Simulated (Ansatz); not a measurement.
BP in the zincblende structure: an Ansatz output whose functional has been blanked. The cell was relaxed with r2SCAN and then strained (epitaxial +2.0 % in the xy plane, free normal strain -0.82 %), with the atoms relaxed again with r2SCAN; k points keep the names of the unstrained zone.

```
B P
1.0
     0.00000    2.31368    2.24983
     2.31368    0.00000    2.24983
     2.31368    2.31368    0.00000
B P
1 1
Direct
  0.00000 0.00000 0.00000
  0.25000 0.25000 0.25000
```

```
Pseudopotential: B, paw, valence charge 3, recommended cutoff 500 eV
Pseudopotential: P, paw, valence charge 5, recommended cutoff 500 eV
Crystal: 2 atoms, lattice volume = 24.087 Å³
Basis set: ecut = 500 eV, 601 PW (Γ)
Bands: 8, of which v1, the nominal top of the filled ones, is band 4 counted from 1 (3 counted from 0)
Symmetry: 8 space group operations
Space group: I-4m2 (ITA 119)
k-points: 102 of 1000 (time reversal used)
SCF 1 converged in 6 iterations: F = -916.664418 eV  dr2 = 3.98e-9
NSCF: frozen V_eff on 7 k-points
SCF converged after 6 iterations
Free energy (F): -916.664418 eV
Fermi energy:    9.006603 eV
--- Stress (GPa, compression-positive) ---
       -7.545282       0.000000       0.000000
        0.000000      -7.545282       0.000000
        0.000000       0.000000      -0.006717
  P = ⅓ Tr σ = -5.0324 GPa (-50.324 kbar)
--- Band table (eV; the first three rows and the last of 102) ---
  k-point 0: bands = [-7.1762, 8.7284, 8.7284, 9.0066, 12.2659, 12.4401, 12.4401, 16.3036]
  k-point 1: bands = [-6.9915, 7.4593, 8.4137, 8.6274, 12.6662, 12.8542, 12.9272, 16.8784]
  k-point 2: bands = [-6.4448, 5.0462, 7.8085, 8.0631, 12.9645, 13.5598, 13.6070, 18.2200]
  k-point 101: bands = [-1.9986, 0.0107, 4.3860, 4.3860, 10.1682, 10.4776, 21.4712, 21.4712]
```

bands.tsv, columns around the gap (it counts bands from 0):
```tsv
# k_distance	band_0	band_1	band_2	band_3	band_4	band_5	band_6	band_7
# fermi_ev = 9.006603
# [0, 0, 0] at k_distance = 0.000000
# [-0.5, -0.5, 0] at k_distance = 1.396372
# [-0.375, -0.375, 0.25] at k_distance = 1.876438
# [-0.375, 0, 0.375] at k_distance = 2.711917
# [0, 0, 0.5] at k_distance = 3.547396
# [-0.5, -0.25, 0.25] at k_distance = 4.521250
# [0.408854, 0.408854, 0] at k_distance = 7.148676
# levels_relative_to = fermi_ev
0.000	-16.183	-0.278	-0.278	0.000	3.259	3.434	3.434	7.297
1.396	-11.005	-8.996	-4.621	-4.621	1.162	1.471	12.465	12.465
1.876	-11.145	-8.620	-6.474	-4.000	1.972	5.800	9.948	10.874
2.712	-11.256	-8.809	-6.504	-3.697	2.345	6.340	9.865	10.866
3.547	-12.807	-9.477	-2.197	-1.836	3.639	4.646	5.008	10.600
4.521	-10.899	-8.660	-5.938	-5.719	5.410	6.654	7.330	7.338
7.149	-12.165	-7.617	-4.420	-4.420	1.021	2.170	11.450	11.450
```
In order the rows are Γ, X, U, K, L, W, Γ–X (0.82).

Question: Which level of theory was used?
A. LDA
B. r2SCAN
C. PBE
D. PBE0

Answer: B. r2SCAN. The cutoff of 500 eV is the one that these potentials recommend for a meta-GGA. There is no exchange loop, so no exact exchange. r2SCAN gives an indirect gap of 1.02 eV, from Γ to Γ–X (0.82 of the way from Γ); the least direct gap is 3.26 eV at Γ. Within one family of functionals the choice rests on the size of the gap and stress, not on a line of the log.

Command: `ansatz run input.yaml --threads 2 --pin off --max-ram 29491MiB --backend cpu --events-out ev --progress --plain --runs-dir out`. Wall time 2.3 s on 2 threads of AMD EPYC 7R13 Processor (Zen 3), with other jobs on the host; peak host memory 0.49 GiB.

(Simulation; spin polarisation is off.)
